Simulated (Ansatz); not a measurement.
# Sn: the order of phases, with spin-orbit coupling

Aim: relax Sn in several structures (bcc, hcp, sc, diamond) and rank them by energy, with spin-orbit coupling. Methods of the runs shown: PAW and LAPW.

Method: DFT PBE, with the methods named in each step, in Ansatz 0.2.0.

### Step 1. The structure to begin with

The structure is cubic, space group Im-3m (No. 229). Conventional cell: a = 3.826 Å, b = 3.826 Å, c = 3.826 Å, α = 90.00°, β = 90.00°, γ = 90.00°. Around Sn (site symmetry m-3m) lie 8 Sn at 3.31 Å.

Structure file:

```xyz
1
Lattice="-1.9129 1.9129 1.9129 1.9129 -1.9129 1.9129 1.9129 1.9129 -1.9129" Properties=species:S:1:pos:R:3 pbc="T T T"
Sn    0.0000    0.0000    0.0000
```

### Step 2. Bcc relaxed, PAW

Contents of input.yaml:

```yaml
crystal:
  lattice:
    - [-1.9129311828, 1.9129311828, 1.9129311828]
    - [1.9129311828, -1.9129311828, 1.9129311828]
    - [1.9129311828, 1.9129311828, -1.9129311828]
  atoms:
    - { symbol: Sn, position: [0.0, 0.0, 0.0] }
kpoints:
  mp_grid: { grid: [15, 15, 15] }
scf:
  occupations: { method: fermi_dirac, width: 0.05 }
hamiltonian:
  xc: pbe
  pseudopotentials: { kind: paw_fr }
output:
  forces: true
  stress: true
relax:
  f_tol: 0.005
  max_steps: 40
  cell: {}
magnetization:
  noncollinear: true
  spin_orbit: true
```

Started as:

```sh
$ ansatz run input.yaml --threads 2 --pin off --max-ram 5120MiB --backend cpu --events-out ev --progress --plain --runs-dir out
```

Output, shortened:

```text
[...]
Pseudopotentials: kind: paw_fr
Pseudopotential: Sn, paw_fr, valence charge 14, recommended cutoff 420 eV (normal)#standard-fr
Functional definition: PBE
[...]
non-collinear run that drives no moment, with spin-orbit: no starting moment large enough to seed its density (crystal.atoms[].spin), no starting occupations that ask for one, no magnetisation constraint and no magnetic field, so the semilocal B_xc is pinned to zero
Crystal: 1 atoms, lattice volume = 28.000 Å³
Basis set: ecut = 420 eV, 555 PW (Γ), exchange–correlation on 48×48×48 points (8 copies of the dense FFT grid, shifted against one another)
[...]
--- Forces (eV/Å), atoms counted from 1 ---
  atom   1  Sn     0.00000000    -0.00000000     0.00000000
[...]
--- Stress (GPa, compression-positive) ---
       -0.023279       0.000000       0.000000
       -0.000000      -0.023279      -0.000000
        0.000000      -0.000000      -0.023279
  P = ⅓ Tr σ = -0.0233 GPa (-0.233 kbar)
--- Relaxed structure (2 steps of the walk, 2 accepted, 1 SCFs on fresh bases) ---
  F+E_penalty+E_count = -6026.28642373 eV   max|allowed force component| = 0.000e0 eV/Å   (the final SCF, on the basis selected at the relaxed cell)
  cell:  # Å, volume = 27.6132 Å³
    - [-1.9040822162426723, 1.9040822162426723, 1.9040822162426723]
    - [1.9040822162426723, -1.9040822162426723, 1.9040822162426723]
    - [1.9040822162426723, 1.9040822162426723, -1.9040822162426723]
  atoms:
    - { symbol: Sn, position: [0.0, 0.0, 0.0] }
```

Run time: 13 s. Hardware: 2 threads of Arm Neoverse V1, shared host; peak memory 0.45 GiB.

The steps of the relaxation:

```csv
step,energy from step 1 (eV/cell),largest force component (eV/Å),pressure (GPa),volume (Å³)
1,0.0000,0.0000,-0.64,28.00
2,-0.0009,0.0000,-0.02,27.61
3,-0.0008,0.0000,-0.02,27.61
```

Step 1 is the start. Step 3 repeats the geometry before on a plane-wave basis chosen anew for that cell, so the energy can jump there without any move; the table keeps such jumps.

| input's cell | before | after | change |
| --- | --- | --- | --- |
| a (Å) | 3.313 | 3.298 | -0.5 % |
| b (Å) | 3.313 | 3.298 | -0.5 % |
| c (Å) | 3.313 | 3.298 | -0.5 % |
| volume (Å³/atom) | 28.00 | 27.61 | -1.4 % |

### Step 3. Bcc relaxed, LAPW

Contents of input.yaml:

```yaml
crystal:
  lattice:
    - [-1.9040822162, 1.9040822162, 1.9040822162]
    - [1.9040822162, -1.9040822162, 1.9040822162]
    - [1.9040822162, 1.9040822162, -1.9040822162]
  atoms:
    - { symbol: Sn, position: [0.0, 0.0, 0.0] }
kpoints:
  mp_grid: { grid: [15, 15, 15] }
scf:
  occupations: { method: fermi_dirac, width: 0.05 }
hamiltonian:
  xc: pbe
  pseudopotentials: { kind: all_electron, lapw: { basis_error: 0.0005 } }
output:
  forces: true
  stress: true
  eigenvalues: true
  populations: true
relax:
  f_tol: 0.005
  max_steps: 25
  cell: {}
magnetization:
  noncollinear: true
  spin_orbit: true
```

Started as:

```sh
$ ansatz run input.yaml --threads 2 --pin off --max-ram 5120MiB --backend cpu --events-out ev --progress --plain --runs-dir out
```

Output, shortened:

```text
[...]
Sn: projections on atomic orbitals take those of the free atom 1s2 2s2 2p6 3s2 3p6 3d10 4s2 4p6 4d10 5s2 5p2, of charge +0.00 (hamiltonian.pseudopotentials.projection_atoms)
LAPW: plane waves up to 7.210 Å⁻¹, error target 5.0e-4 eV per atom; Dirac's equation on spinors; Sn in spheres of 1.600 Å, 22 of its electrons in bands
[...]
Pseudopotentials: kind: all_electron
[...]
  F+E_penalty+E_count = -168138.51292358 eV   max|allowed force component| = 0.000e0 eV/Å   (the final SCF, on the basis selected at the relaxed cell)
  cell:  # Å, volume = 27.6132 Å³
    - [-1.9040822162, 1.9040822162, 1.9040822162]
    - [1.9040822162, -1.9040822162, 1.9040822162]
    - [1.9040822162, 1.9040822162, -1.9040822162]
  atoms:
    - { symbol: Sn, position: [0.0, 0.0, 0.0] }
--- Löwdin populations: 1 site ---
  site symbol       q [e]
     0     Sn     49.9607
  spilling = 0.000785 (of n_electrons = 50.000000)
```

Wall time 62 s (2 threads of Arm Neoverse V1, shared host); peak memory 0.5 GiB.

The steps of the relaxation:

```csv
step,energy from step 1 (eV/cell),largest force component (eV/Å),pressure (GPa),volume (Å³)
1,0.0000,0.0000,-0.03,27.61
2,0.0000,0.0000,-0.03,27.61
```

Step 1 is the start. Step 2 repeats the geometry before on a plane-wave basis chosen anew for that cell, so the energy can jump there without any move; the table keeps such jumps.

| input's cell | before | after | change |
| --- | --- | --- | --- |
| a (Å) | 3.298 | 3.298 | -0.0 % |
| b (Å) | 3.298 | 3.298 | -0.0 % |
| c (Å) | 3.298 | 3.298 | -0.0 % |
| volume (Å³/atom) | 27.61 | 27.61 | -0.0 % |

In short: pressure -0.03 GPa; no gap.

### Step 4. Hcp relaxed, PAW

Contents of input.yaml:

```yaml
crystal:
  lattice:
    - [3.4175440961, 0.0, 0.0]
    - [-1.7087720481, 2.9596800058, 0.0]
    - [0.0, 0.0, 5.5364214357]
  atoms:
    - { symbol: Sn, position: [0.3333333333, 0.6666666667, 0.25] }
    - { symbol: Sn, position: [0.6666666667, 0.3333333333, 0.75] }
kpoints:
  mp_grid: { grid: [14, 14, 8] }
scf:
  occupations: { method: fermi_dirac, width: 0.05 }
hamiltonian:
  xc: pbe
  pseudopotentials: { kind: paw_fr }
output:
  forces: true
  stress: true
relax:
  f_tol: 0.005
  max_steps: 40
  cell: {}
magnetization:
  noncollinear: true
  spin_orbit: true
```

Started as:

```sh
$ ansatz run input.yaml --threads 2 --pin off --max-ram 5120MiB --backend cpu --events-out ev --progress --plain --runs-dir out
```

Output, shortened:

```text
[...]
[... 3 set-up lines as earlier in the session ...]
[...]
non-collinear run that drives no moment, with spin-orbit: no starting moment large enough to seed its density (crystal.atoms[].spin), no starting occupations that ask for one, no magnetisation constraint and no magnetic field, so the semilocal B_xc is pinned to zero
[...]
Projection manifold: j_resolved (fully-relativistic pseudo-atomic orbitals)
[...]
SCF iter   1: F=—  HF=-12052.607973 eV  |F-HF|=—  |Δ(HF+E_count)|=         —  Δρ=4.26e-4  dr2=1.70e-4  dr2_m=0.00e0 (ungated)  ethr=6.41e-7  |M|=0.00e0 ∫|m|=0.00e0 μB  |m|>n=0.0e0 m-floor=0.0e0 τ_xc=0.0e0  β_m=0.30  ⟨swp⟩=2.8  Hψ=12286  notcnv=0
[...]
spin=Noncollinear: Kerker preconditioning applied to the charge; magnetization (m_x, m_y, m_z) channels mix plain (no charge-response kernel on spin).
```

### Step 5. The output, continued: hcp relaxed, PAW files

Output, continued, shortened:

```text
SCF iter   2: F=—  HF=-12052.607954 eV  |F-HF|=—  |Δ(HF+E_count)|=   1.91e-5  Δρ=3.47e-4  dr2=1.14e-4  dr2_m=0.00e0 (ungated)  ethr=6.08e-7  |M|=0.00e0 ∫|m|=0.00e0 μB  |m|>n=0.0e0 m-floor=0.0e0 τ_xc=0.0e0  β_m=0.50  ⟨swp⟩=1.0  Hψ=2160  notcnv=0
[...]
  cell:  # Å, volume = 55.5549 Å³
    - [3.357636188089352, 2.836153540072889e-11, 5.428176496083915e-30]
    - [-1.6788180940692377, 2.9077982355371437, 5.607160891370726e-19]
    - [-6.614530504976615e-32, 1.0488838554115224e-18, 5.690157281984145]
  atoms:
    - { symbol: Sn, position: [0.3333333333333333, 0.6666666666666665, 0.25] }
    - { symbol: Sn, position: [0.6666666666666665, 0.33333333333333326, 0.75] }
```

It took 74 s on 2 threads of Arm Neoverse V1, shared host; peak memory 0.67 GiB.

The steps of the relaxation:

```csv
step,energy from step 1 (eV/cell),largest force component (eV/Å),pressure (GPa),volume (Å³)
1,0.0000,0.0000,-0.27,56.00
2,-0.0086,0.0000,-0.02,55.63
3,-0.0096,0.0000,-0.38,56.00
4,-0.0119,0.0000,0.17,55.34
5,-0.0120,0.0000,-0.01,55.55
6,-0.0119,0.0000,-0.02,55.55
```

Step 1 is the start. Step 6 repeats the geometry before on a plane-wave basis chosen anew for that cell, so the energy can jump there without any move; the table keeps such jumps.

| input's cell | before | after | change |
| --- | --- | --- | --- |
| a (Å) | 3.418 | 3.358 | -1.8 % |
| b (Å) | 3.418 | 3.358 | -1.8 % |
| c (Å) | 5.536 | 5.690 | +2.8 % |
| volume (Å³/atom) | 28.00 | 27.78 | -0.8 % |

### Step 6. Hcp relaxed, LAPW

Contents of input.yaml:

```yaml
crystal:
  lattice:
    - [3.3576361881, 0.0, 0.0]
    - [-1.6788180941, 2.9077982355, 0.0]
    - [0.0, 0.0, 5.690157282]
  atoms:
    - { symbol: Sn, position: [0.3333333333, 0.6666666667, 0.25] }
    - { symbol: Sn, position: [0.6666666667, 0.3333333333, 0.75] }
kpoints:
  mp_grid: { grid: [14, 14, 8] }
scf:
  occupations: { method: fermi_dirac, width: 0.05 }
hamiltonian:
  xc: pbe
  pseudopotentials: { kind: all_electron, lapw: { basis_error: 0.0005 } }
output:
  forces: true
  stress: true
  eigenvalues: true
  populations: true
relax:
  f_tol: 0.005
  max_steps: 25
  cell: {}
magnetization:
  noncollinear: true
  spin_orbit: true
```

Started as:

```sh
$ ansatz run input.yaml --threads 2 --pin off --max-ram 5120MiB --backend cpu --events-out ev --progress --plain --runs-dir out
```

Output, shortened:

```text
[...]
Sn: projections on atomic orbitals take those of the free atom 1s2 2s2 2p6 3s2 3p6 3d10 4s2 4p6 4d10 5s2 5p2, of charge +0.00 (hamiltonian.pseudopotentials.projection_atoms)
LAPW: plane waves up to 7.044 Å⁻¹, error target 5.0e-4 eV per atom; Dirac's equation on spinors; Sn in spheres of 1.628 Å, 22 of its electrons in bands
[...]
[... 1 set-up line as earlier in the session ...]
[...]
  cell:  # Å, volume = 55.5549 Å³
    - [3.357636188065044, 2.8867648838251432e-11, 0.0]
    - [-1.678818094057522, 2.907798235515839, 0.0]
    - [0.0, 0.0, 5.690157282]
  atoms:
    - { symbol: Sn, position: [0.3333333333333333, 0.6666666666666666, 0.25000000000000006] }
    - { symbol: Sn, position: [0.6666666666666666, 0.3333333333333333, 0.7500000000000001] }
--- Löwdin populations: 2 sites ---
  site symbol       q [e]
     0     Sn     49.9600
     1     Sn     49.9600
  spilling = 0.000799 (of n_electrons = 100.000000)
```

Wall time 3.2 min (2 threads of Arm Neoverse V1, shared host); peak memory 0.97 GiB.

Step by step:

```csv
step,energy from step 1 (eV/cell),largest force component (eV/Å),pressure (GPa),volume (Å³)
1,0.0000,0.0000,-0.02,55.55
2,0.0000,0.0000,-0.02,55.55
```

Step 1 is the start. Step 2 repeats the geometry before on a plane-wave basis chosen anew for that cell, so the energy can jump there without any move; the table keeps such jumps.

| input's cell | before | after | change |
| --- | --- | --- | --- |
| a (Å) | 3.358 | 3.358 | -0.0 % |
| b (Å) | 3.358 | 3.358 | -0.0 % |
| c (Å) | 5.690 | 5.690 | +0.0 % |
| volume (Å³/atom) | 27.78 | 27.78 | -0.0 % |

In short: pressure -0.02 GPa; no gap.

[end of part 1 of 2]
